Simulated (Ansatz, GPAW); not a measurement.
**Cutoff, mesh and smearing for 1T-MgBrI under honeycomb AlAs, AA'**

How do cutoff, mesh, smearing and the dipole layer change the work function of 1T-MgBrI under honeycomb AlAs, AA'? Where a layer proves gapped, the work function hangs on where the smearing puts the Fermi level, and the band edges take its place.

Calculated with GPAW 26.7.0 and Ansatz 0.2.0; Ansatz plane waves; layer without images along its normal, relaxation of atoms and in-plane cell, with D3(BJ) dispersion, in the first sound run; inputs show where later runs differ.

### Step 1. The structure

The cell holds 5 atoms: 1 I, 1 Mg, 1 Br, 1 As and 1 Al. Cell: a = 4.055 Å, b = 4.055 Å, c = 24.110 Å, α = 90.0°, β = 90.0°, γ = 120.0°. Regions: layer 1: 1T-MgBrI, 3 atoms (1 I, 1 Mg and 1 Br); layer 2: honeycomb AlAs, 2 atoms (1 As and 1 Al). Vacuum lies along c.

### Step 2. Relaxation

Forces are removed first; all later runs use this geometry.

The input, input.yaml:

```yaml
crystal:
  lattice:
    - [4.055, 0.0, 0.0]
    - [-2.0275, 3.5117330123, 0.0]
    - [0.0, 0.0, 24.1095589602]
  atoms:
    - { symbol: I, position: [0.6666666667, 0.3333333333, 0.3732959203] }
    - { symbol: Mg, position: [0.0, 0.0, 0.4336766615] }
    - { symbol: Br, position: [0.3333333333, 0.6666666667, 0.4773857116] }
    - { symbol: As, position: [0.6666666667, 0.3333333333, 0.6059654175] }
    - { symbol: Al, position: [0.0, 0.0, 0.6267040797] }
  periodic: [true, true, false]
kpoints:
  mp_grid: { grid: [9, 9, 1] }
hamiltonian:
  xc: pbe
  dispersion: d3bj
scf:
  occupations: { method: fermi_dirac, width: 0.05 }
relax:
  f_tol: 0.01
  max_steps: 90
  cell: {}
```

Launch:

```console
> ansatz run input.yaml --threads 4 --pin off --max-ram 8192MiB --backend cpu --events-out ev --progress --plain --runs-dir out
```

Numbers of over 12 decimals in the logs are rounded to 6 here.

The log of the run:

```text
Warning: crystal.periodic: the lattice vector that does not repeat stood 0.000° off the slab's normal, 24.110 Å along it as the deck builds it. The run solves the slab on a vector along the normal, 36.019 Å long, with every atom where it was (on the deck's vector they left 18.00 Å outside them, and the widest stretch free of ions among them is 3.10 Å). A fractional position that the run reports is one of the run's ce [...]
crystal.periodic: the lattice vector that does not repeat stood 0.000° off the slab's normal, 24.110 Å along it as the deck builds it. The run solves the slab on a vector along the normal, 36.019 Å long, with every atom where it was (on the deck's vector they left 18.00 Å outside them, and the widest stretch free of ions among them is 3.10 Å). A fractional position that the run reports is one of the run's cell, which [...]
Engine: ansatz 0.2.0, x86_64-unknown-linux-gnu
Pseudopotentials: kind: paw
Pseudopotential: I, paw, valence charge 17, recommended cutoff 420 eV (normal), I.paw.azcp
Pseudopotential: Mg, paw, valence charge 10, recommended cutoff 420 eV (normal), Mg.paw.azcp
Pseudopotential: Br, paw, valence charge 7, recommended cutoff 420 eV (normal), Br.paw.azcp
Pseudopotential: As, paw, valence charge 15, recommended cutoff 420 eV (normal), As.paw.azcp
Pseudopotential: Al, paw, valence charge 3, recommended cutoff 420 eV (normal), Al.paw.azcp
Functional definition: PBE
  parameter kappa = 0.804
  parameter beta = 0.066725
  exchange = pbe_x(kappa = kappa, mu = beta*pi^2/3)
  correlation = pbe_c(beta = beta)
Crystal: 5 atoms, lattice volume = 512.915 Å³
Basis set: ecut = 420 eV, 10045 PW (Γ), exchange–correlation on 60×60×486 points (8 copies of the dense FFT grid, shifted against one another)
Bands: 32, of which v1, the nominal top of the filled ones, is band 26 counted from 1 (25 counted from 0)
Symmetry: 6 space group operations
Space group: P3m1 (ITA 156), of the structure as read, at distance tolerance 8.0e-5 Å
k-points: 12 of 81 (time reversal used)
Non-local potential: I, projectors of the file, l = 0: 2, l = 1: 2, l = 2: 2, l = 3: 2
Non-local potential: Mg, projectors of the file, l = 0: 3, l = 1: 2, l = 2: 1
Non-local potential: Br, projectors of the file, l = 0: 2, l = 1: 2, l = 2: 2
Non-local potential: As, projectors of the file, l = 0: 2, l = 1: 2, l = 2: 3, l = 3: 1
Non-local potential: Al, projectors of the file, l = 0: 2, l = 1: 2, l = 2: 1
PAW form: soft (Blöchl's): semilocal exchange-correlation on the pseudo side does not see the compensation charge
PAW one-centre angular grid: I, 590 points (default); XC on 64 Gauss nodes
PAW one-centre angular grid: Mg, 110 points (default); XC on 64 Gauss nodes
PAW one-centre angular grid: Br, 110 points (default); XC on 64 Gauss nodes
PAW one-centre angular grid: As, 590 points (default); XC on 64 Gauss nodes
PAW one-centre angular grid: Al, 110 points (default); XC on 64 Gauss nodes
Initial density: superposition of atomic densities (neutral atoms: chi_scale 0, normalization atom), corrected by the library's trained network
Initial wavefunctions: pseudopotential atomic-orbital guess
Functional: x = pbe(κ = 0.804, μ = 0.219515), c = pbe(β = 0.066725)
SCF iter   1: F=—  HF=-17617.761473 eV  |F-HF|=—  |Δ(HF+E_count)|=         —  Δρ=1.16e-3  dr2=2.12e-2  ethr=1.77e-3  ⟨swp⟩=17.2  Hψ=2869  notcnv=0
preconditioner: auto → Resta (q_TF=auto, 1.863 Å⁻¹)  ε∞=1.8  [insulator: Δε(μ)=1.812 eV  Ē_g=8.758 eV  σ=0.050 eV  W_gap=1.00  n_scr=50 (ndim 8)  ℏωp=7.7 eV  f_vac=0.716  D(μ)=0.00/eV (n_scr^D=0)  ε∞_Penn≈1.8  vacuum switching on, ρ_ref=5.6e-3 e/Å³]
SCF iter   2: F=—  HF=-17617.756588 eV  |F-HF|=—  |Δ(HF+E_count)|=   4.89e-3  Δρ=5.72e-4  dr2=4.76e-3  ethr=4.07e-5  ⟨swp⟩=4.2  Hψ=1036  notcnv=0  defer=18
SCF iter   3: F=—  HF=-17617.756390 eV  |F-HF|=—  |Δ(HF+E_count)|=   1.98e-4  Δρ=2.97e-4  dr2=1.48e-3  ethr=9.16e-6  ⟨swp⟩=3.0  Hψ=682  notcnv=0  defer=18
SCF iter   4: F=—  HF=-17617.756372 eV  |F-HF|=—  |Δ(HF+E_count)|=   1.83e-5  Δρ=1.05e-4  dr2=8.66e-5  ethr=2.84e-6  ⟨swp⟩=2.8  Hψ=537  notcnv=0  defer=18
SCF iter   5: F=—  HF=-17617.756510 eV  |F-HF|=—  |Δ(HF+E_count)|=   1.39e-4  Δρ=4.65e-5  dr2=3.77e-5  ethr=1.67e-7  ⟨swp⟩=3.2  Hψ=699  notcnv=0  defer=18
SCF iter   6: F=—  HF=-17617.756508 eV  |F-HF|=—  |Δ(HF+E_count)|=   1.95e-6  Δρ=1.75e-5  dr2=3.74e-6  ethr=7.24e-8  ⟨swp⟩=2.4  Hψ=494  notcnv=0  defer=18
SCF iter   7: F=—  HF=-17617.756510 eV  |F-HF|=—  |Δ(HF+E_count)|=   1.73e-6  Δρ=5.06e-6  dr2=2.39e-7  ethr=7.20e-9  ⟨swp⟩=3.2  Hψ=613  notcnv=0  defer=18
SCF iter   8: F=-17617.756510 eV  HF=-17617.756510 eV  |F-HF|=1.16e-7  |Δ(HF+E_count)|=   3.09e-7  Δρ=2.14e-6  dr2=2.60e-8  ethr=1.92e-10  ⟨swp⟩=6.6  Hψ=1628  notcnv=0
SCF 1 converged in 8 iterations: F = -17617.756510 eV  dr2 = 2.60e-8
  greatest PAW one-centre occupation: 1.000 electrons in one spin orbital (limit 2), on the Mg atom at site 1 (counted from 0), in its partial waves of l = 0
relax step   1: F+E_penalty+E_count = -17617.75651037 eV  Δ(F+E_penalty+E_count) = +0.000e0 eV  max|allowed force component| = 2.031e0 eV/Å  Δτ_max = 0.0000 Å  P = +3.220 N/m  Ω = 512.915 Å³  fix = [c, alpha, beta]  reactions: c +0.000 N/m  (8 SCF iters, dr2 threshold 1.00e-7 eV, accepted)
Crystal: 5 atoms, lattice volume = 515.006 Å³
Basis set: ecut = 420 eV, 10057 PW (Γ), exchange–correlation on 60×60×486 points (8 copies of the dense FFT grid, shifted against one another)
Initial density: handed on by an earlier stage of this run
Initial wavefunctions: those handed on with the density
iter 1 solved again at ethr=1.08e-4 eV; its pass at ethr=3.10e-3 eV (dr2=5.59e-2 eV) is discarded
SCF iter   1: F=—  HF=-17618.255065 eV  |F-HF|=—  |Δ(HF+E_count)|=         —  Δρ=2.47e-3  dr2=4.80e-2  ethr=1.08e-4  ⟨swp⟩=2.9  Hψ=2702  notcnv=0
preconditioner: auto → Resta (q_TF=auto, 1.862 Å⁻¹)  ε∞=1.8  [insulator: Δε(μ)=1.769 eV  Ē_g=8.553 eV  σ=0.050 eV  W_gap=1.00  n_scr=62 (ndim 8)  ℏωp=7.7 eV  f_vac=0.711  D(μ)=0.00/eV (n_scr^D=0)  ε∞_Penn≈1.8  vacuum switching on, ρ_ref=5.3e-3 e/Å³]
SCF iter   2: F=—  HF=-17618.245559 eV  |F-HF|=—  |Δ(HF+E_count)|=   9.51e-3  Δρ=1.22e-3  dr2=6.63e-3  ethr=9.24e-5  ⟨swp⟩=3.8  Hψ=624  notcnv=0
SCF iter   3: F=—  HF=-17618.244865 eV  |F-HF|=—  |Δ(HF+E_count)|=   6.94e-4  Δρ=5.87e-4  dr2=1.97e-3  ethr=1.28e-5  ⟨swp⟩=3.1  Hψ=633  notcnv=0  defer=1
SCF iter   4: F=—  HF=-17618.244832 eV  |F-HF|=—  |Δ(HF+E_count)|=   3.22e-5  Δρ=1.51e-4  dr2=3.26e-4  ethr=3.80e-6  ⟨swp⟩=3.1  Hψ=605  notcnv=0  defer=1
[...]
SCF iter   6: F=—  HF=-17618.348850 eV  |F-HF|=—  |Δ(HF+E_count)|=   1.23e-4  Δρ=2.71e-5  dr2=6.77e-6  ethr=1.22e-7  ⟨swp⟩=3.1  Hψ=636  notcnv=0  defer=15
SCF iter   7: F=-17618.348855 eV  HF=-17618.348854 eV  |F-HF|=5.26e-7  |Δ(HF+E_count)|=   4.46e-6  Δρ=8.41e-6  dr2=4.08e-7  ethr=9.62e-10  ⟨swp⟩=5.3  Hψ=1919  notcnv=0
SCF 3 converged in 7 iterations: F = -17618.348855 eV  dr2 = 4.08e-7
relax step   3: F+E_penalty+E_count = -17618.34885484 eV  Δ(F+E_penalty+E_count) = -1.040e-1 eV  max|allowed force component| = 2.634e-1 eV/Å  Δτ_max = 0.1942 Å  P = -0.611 N/m  Ω = 511.840 Å³  energy of the carried Pulay correction = +3.267e-5 eV  fix = [c, alpha, beta]  reactions: c -0.000 N/m  (7 SCF iters, dr2 threshold 5.00e-7 eV, accepted)
[...]
relax step   4: F+E_penalty+E_count = -17618.36889411 eV  Δ(F+E_penalty+E_count) = -2.004e-2 eV  max|allowed force component| = 1.202e-1 eV/Å  Δτ_max = 0.0985 Å  P = -0.402 N/m  Ω = 506.829 Å³  energy of the carried Pulay correction = +1.858e-4 eV  fix = [c, alpha, beta]  reactions: c -0.000 N/m  (7 SCF iters, dr2 threshold 5.00e-7 eV, accepted)
[...]
relax step   5: F+E_penalty+E_count = -17618.37151207 eV  Δ(F+E_penalty+E_count) = -2.618e-3 eV  max|allowed force component| = 5.412e-2 eV/Å  Δτ_max = 0.0646 Å  P = -0.159 N/m  Ω = 504.823 Å³  energy of the carried Pulay correction = +2.475e-4 eV  fix = [c, alpha, beta]  reactions: c -0.000 N/m  (6 SCF iters, dr2 threshold 5.00e-7 eV, accepted)
[...]
relax step   6: F+E_penalty+E_count = -17618.37197759 eV  Δ(F+E_penalty+E_count) = -4.655e-4 eV  max|allowed force component| = 2.302e-2 eV/Å  Δτ_max = 0.0100 Å  P = -0.024 N/m  Ω = 503.616 Å³  energy of the carried Pulay correction = +2.848e-4 eV  fix = [c, alpha, beta]  reactions: c -0.000 N/m  (5 SCF iters, dr2 threshold 1.83e-7 eV, accepted)
[...]
relax step   7: F+E_penalty+E_count = -17618.37198890 eV  Δ(F+E_penalty+E_count) = -1.131e-5 eV  max|allowed force component| = 1.414e-2 eV/Å  Δτ_max = 0.0098 Å  P = -0.027 N/m  Ω = 503.575 Å³  energy of the carried Pulay correction = +2.861e-4 eV  fix = [c, alpha, beta]  reactions: c -0.000 N/m  (6 SCF iters, dr2 threshold 3.31e-8 eV, accepted)
[...]
relax step   8: F+E_penalty+E_count = -17618.37205324 eV  Δ(F+E_penalty+E_count) = -6.434e-5 eV  max|allowed force component| = 6.886e-4 eV/Å  Δτ_max = 0.0062 Å  P = -0.000 N/m  Ω = 503.586 Å³  energy of the carried Pulay correction = +2.858e-4 eV  fix = [c, alpha, beta]  reactions: c -0.000 N/m  (6 SCF iters, dr2 threshold 1.25e-8 eV, accepted)
Basis set: ecut = 420 eV, 9901 PW (Γ), exchange–correlation on 54×54×486 points (8 copies of the dense FFT grid, shifted against one another)
Initial wavefunctions: pseudopotential atomic-orbital guess (no wavefunctions were taken with the density)
iter 1 solved again at ethr=5.36e-6 eV; its pass at ethr=3.10e-3 eV (dr2=2.79e-3 eV) is discarded
SCF iter   1: F=—  HF=-17618.371651 eV  |F-HF|=—  |Δ(HF+E_count)|=         —  Δρ=7.49e-6  dr2=1.24e-7  ethr=5.36e-6  ⟨swp⟩=4.0  Hψ=3923  notcnv=0
eigensolver tolerance schedule: the retry pair's looser diagonalisation over-reported the residual by 22387.80 of it (diagonalisation noise at an unbounded share of the residual, at the tolerance the schedule requests for it); recorded, not acted on — ethr = c·dr2/N_el stays at c = 1.0e-1
preconditioner: auto → Resta (q_TF=auto, 1.869 Å⁻¹)  ε∞=1.8  [insulator: Δε(μ)=1.939 eV  Ē_g=8.536 eV  σ=0.050 eV  W_gap=1.00  n_scr=50 (ndim 8)  ℏωp=7.8 eV  f_vac=0.694  D(μ)=0.00/eV (n_scr^D=0)  ε∞_Penn≈1.8  vacuum switching on, ρ_ref=5.3e-3 e/Å³]
SCF iter   2: F=—  HF=-17618.371785 eV  |F-HF|=—  |Δ(HF+E_count)|=   1.34e-4  Δρ=3.89e-6  dr2=7.87e-8  ethr=2.39e-10  ⟨swp⟩=6.5  Hψ=1489  notcnv=0
SCF iter   3: F=—  HF=-17618.371785 eV  |F-HF|=—  |Δ(HF+E_count)|=   1.04e-8  Δρ=2.29e-6  dr2=9.04e-9  ethr=1.51e-10  ⟨swp⟩=2.1  Hψ=442  notcnv=0
SCF iter   4: F=—  HF=-17618.371785 eV  |F-HF|=—  |Δ(HF+E_count)|=   1.60e-8  Δρ=8.47e-7  dr2=2.23e-9  ethr=1.74e-11  ⟨swp⟩=2.8  Hψ=742  notcnv=0
SCF iter   5: F=—  HF=-17618.371785 eV  |F-HF|=—  |Δ(HF+E_count)|=   2.04e-9  Δρ=1.96e-7  dr2=1.77e-10  ethr=4.29e-12  ⟨swp⟩=3.4  Hψ=820  notcnv=0
SCF iter   6: F=—  HF=-17618.371785 eV  |F-HF|=—  |Δ(HF+E_count)|=  1.86e-10  Δρ=5.14e-8  dr2=4.85e-11  ethr=1.00e-12  ⟨swp⟩=2.2  Hψ=598  notcnv=0
SCF iter   7: F=-17618.371785 eV  HF=-17618.371785 eV  |F-HF|=0.00e0  |Δ(HF+E_count)|=  3.64e-12  Δρ=2.46e-8  dr2=3.36e-12  ethr=1.00e-12  ⟨swp⟩=9.0  Hψ=2045  notcnv=0
SCF 9 converged in 7 iterations: F = -17618.371785 eV  dr2 = 3.36e-12
relax step   9: F+E_penalty+E_count = -17618.37178474 eV  Δ(F+E_penalty+E_count) = +2.685e-4 eV  max|allowed force component| = 7.259e-4 eV/Å  Δτ_max = 0.0000 Å  P = -0.002 N/m  Ω = 503.586 Å³  fix = [c, alpha, beta]  reactions: c -0.000 N/m  stress off target by 1.76e-3 N/m on what of the cell is left free  SCF on the basis re-selected at this cell (its energy is not comparable with the rows above)  (7 SCF iters)
basis re-selected at this cell: Δ(F+E_penalty+E_count) = +2.685e-4 eV, ΔP = -0.001 N/m vs the last step (what re-selecting the basis moved, of the pressure what is left beyond the Pulay correction that the steps carried, after the strain that the cell walked since its last selection, with what the two solves' SCF thresholds leave and, on support functions, any second-order correction that the steps lacked; it is no measure of the basis error at this ecutwfc). The dense FFT grid was sized anew with the basis: this SCF ran on 27×27×243 points, the steps before it on 30×30×243, so part of this shift can come from that change (see relax.cell in the input reference). [rest of the remark cut]
SCF converged after 7 iterations
Free energy (F): -17618.371785 eV
Harris-Foulkes:  -17618.371785 eV  (|F-HF|=0.00e0)
Internal energy: -17618.371785 eV  (E = F + TS)
E sigma→0 (E₀):  -17618.371785 eV
Fermi energy:    -4.167793 eV
--- Per-component energies (eV) ---
  E_band       = -1581.828119
  E_kinetic    = 523.511356
  E_local      = -107884.414415  (includes V_loc(G=0)·N_el)
  E_nonlocal   = -584.621783
  E_hartree    = 53485.221771
  E_xc         = -539.690793
  E_vxc        = -376.621170  (∫ρ·V_xc dr)
  E_paw        = -9659.113786  (= ΣΔE_a)
  E_vpaw       = -230.125494  (= ΣTr[D̂ρ^β])
  E_aug_tail   = -0.000027  (compensation charges beyond the density's cutoff)
  E_ewald      = 47041.855400
  E_disp       = -1.119507  (pairwise vdW)
  E_smearing   = -0.000000  (= −TS)
  E_closure    = -0.000000  (closes the sum)
  Σ components = -17618.371785   (vs F -17618.371785, Δ=0.00e0)
--- Forces (eV/Å), atoms counted from 1 ---
  atom   1  I      0.00000000    -0.00000000    -0.00013197
  atom   2  Mg     0.00000000    -0.00000000    -0.00050584
  atom   3  Br     0.00000000     0.00000000     0.00072589
  atom   4  As     0.00000000    -0.00000000     0.00009653
  atom   5  Al     0.00000000     0.00000000    -0.00018458
  max |Σ_I F_I| component: 2.81e-8 eV/Å
--- 2D stress c σ (N/m, compression-positive) ---
       -0.001758       0.000000      -0.000000
        0.000000      -0.001758      -0.000000
       -0.000000      -0.000000      -0.000000
  P = ½ c Tr σ = -0.0018 N/m
--- Relaxed structure (8 steps of the walk, 8 accepted, 1 SCFs on fresh bases) ---
  F+E_penalty+E_count = -17618.37178474 eV   max|allowed force component| = 7.259e-4 eV/Å   (the final SCF, on the basis selected at the relaxed cell)
  cell:  # Å, volume = 503.5855 Å³
    - [4.017952, 0, 0]
    - [-2.008976, 3.479649, 0]
    - [0, 0, 36.019118]
  atoms:
    - { symbol: I, position: [0.666667, 0.333333, 0.235488] }
    - { symbol: Mg, position: [-2.3684757860264058e-17, -1.4802973661453345e-17, 0.283434] }
    - { symbol: Br, position: [0.333333, 0.666667, 0.323246] }
    - { symbol: As, position: [0.666667, 0.333333, 0.414596] }
    - { symbol: Al, position: [-2.3684757860264052e-17, -1.480297366145334e-17, 0.428021] }
```

Wall time 23 s (4 threads of Intel Xeon 6975P-C (Granite Rapids), shared host); peak memory 0.99 GiB.

The steps of the relaxation:

```tsv
step	energy less that of the first step (eV)	largest force component (eV/Å)	volume (Å³)
1	0.0000	2.0311	512.92
2	-0.4884	0.6214	515.01
3	-0.5923	0.2634	511.84
4	-0.6124	0.1202	506.83
5	-0.6150	0.0541	504.82
6	-0.6155	0.0230	503.62
7	-0.6155	0.0141	503.58
8	-0.6155	0.0007	503.59
9*	-0.6153	0.0007	503.59
```

Relaxation steps marked * repeat the geometry before them on a plane-wave basis chosen anew for their cell, so energy and pressure can jump there.

The run keeps the 6 symmetry operations that it works with, so distortions that break them were not tested.

```tsv
cell as run	before	after	change
a (Å)	4.055	4.018	-0.9 %
b (Å)	4.055	4.018	-0.9 %
```

The atoms that moved most (Å, along periodic axes as changes of fractional coordinates times the final cell, across vacuum about the mean position):

```tsv
atom	dx	dy	dz	length
I1	0.000	0.000	-0.518	0.518
As4	0.000	0.000	0.324	0.324
Al5	0.000	0.000	0.307	0.307
Mg2	0.000	0.000	-0.247	0.247
Br3	0.000	0.000	0.133	0.133
```

Final coordinates:

```
I Mg Br As Al
1.0
     4.01795    0.00000    0.00000
    -2.00898    3.47965    0.00000
     0.00000    0.00000   36.01912
I Mg Br As Al
1 1 1 1 1
Direct
  0.66667 0.33333 0.23549
  0.00000 0.00000 0.28343
  0.33333 0.66667 0.32325
  0.66667 0.33333 0.41460
  0.00000 0.00000 0.42802
```

Numbers from this step:

| Item | Value |
| --- | --- |
| free energy | -17618.3718 eV |
| gap by band count | 1.939 eV |
| symmetry operations | 6 |

The relaxation lowered the energy of the cell by 0.615 eV.

[end of part 1 of 3]

[Logs are printed without paths, hosts, clocks, repeated set-up lines and the standing remarks that a program may print on its own settings, such as how far it seeks lower states.]

[Hosts, paths, dates, database ids (printed as entryN), source tags and the programs' standing remarks are cut or masked in the printed files.]
